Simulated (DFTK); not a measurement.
**AgCl (Chlorargyrite) under changes of volume**

One of the cells (20.458 Å³/atom); the others are scaled copies at fixed shape and fractional positions:

```
Ag Cl
1.0
     0.00000    2.73500    2.73500
     2.73500    0.00000    2.73500
     2.73500    2.73500    0.00000
Ag Cl
1 1
Cartesian
  0.0000 0.0000 0.0000
  2.7350 2.7350 2.7350
```

| Property | Result |
| --- | --- |
| Program | DFTK 0.8.2 |
| Functional | PBE |
| Potentials or basis | dojo.nc.sr.pbe.v0_4_1.standard.upf (PBE) |
| Cutoff | 1116 eV |
| k mesh | 8 × 8 × 8 |
| Occupations | fermi-dirac, width 0.05 eV |
| Spin | no spin polarisation |

```csv
volume (Å³/atom),energy over the lowest point (meV/atom),pressure (GPa)
19.231,?,?
19.640,44.28,6.6
20.049,29.06,5.2
20.458,17.40,3.8
20.868,8.89,2.7
21.277,3.19,1.6
21.686,0.00,0.7
```

Task: What does the run at 19.231 Å³/atom give?

Result: Energy over the lowest point 63.48 meV/atom; pressure 8.3 GPa.

Worked out: A Birch-Murnaghan fit of order 3 (a polynomial in V^(-2/3)) to the other rows has its minimum at 22.09 Å³/atom, just outside them, with B0 = V·E''(V) = 42 GPa and B' = 5.4. It gives 63.51 meV/atom at 19.231 Å³/atom, against the run's 63.48, and -dE/dV = 8.4 GPa, against 8.3.

Energies are extrapolated to zero smearing.

Caveats: the minimum lies outside the volumes run.
